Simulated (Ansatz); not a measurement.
Cu:

```
Cu
1.0
     2.53076    0.00000    0.00000
    -1.26538    2.19171    0.00000
     0.00000    0.00000    8.26182
Cu
4
Direct
  0.66667 0.33333 0.75000
  0.00000 0.00000 0.50000
  0.33333 0.66667 0.25000
  0.00000 0.00000 0.00000
```

This isn't the form of Cu at room conditions, which is fcc.

Base run:

```yaml
Program: Ansatz 0.2.0
Functional: PBEsol
Potentials_or_basis: all-electron LAPW, non-relativistic
Cutoff: 279 eV
Density_cutoff: 1117 eV
Basis_error_allowed: 0.002 eV/atom
k_mesh: 12 × 12 × 4
Occupations: fermi-dirac, width 0.05 eV
Spin: no spin polarisation
```

Its results: pressure 2.7 GPa.

Q: The run is repeated on the same cell with these changes: potentials or basis from all-electron LAPW, non-relativistic to all-electron LAPW, inner shells corrected to Dirac's equation. What comes out?

A: Pressure -1.9 GPa.

Not every run made on this cell is shown here.
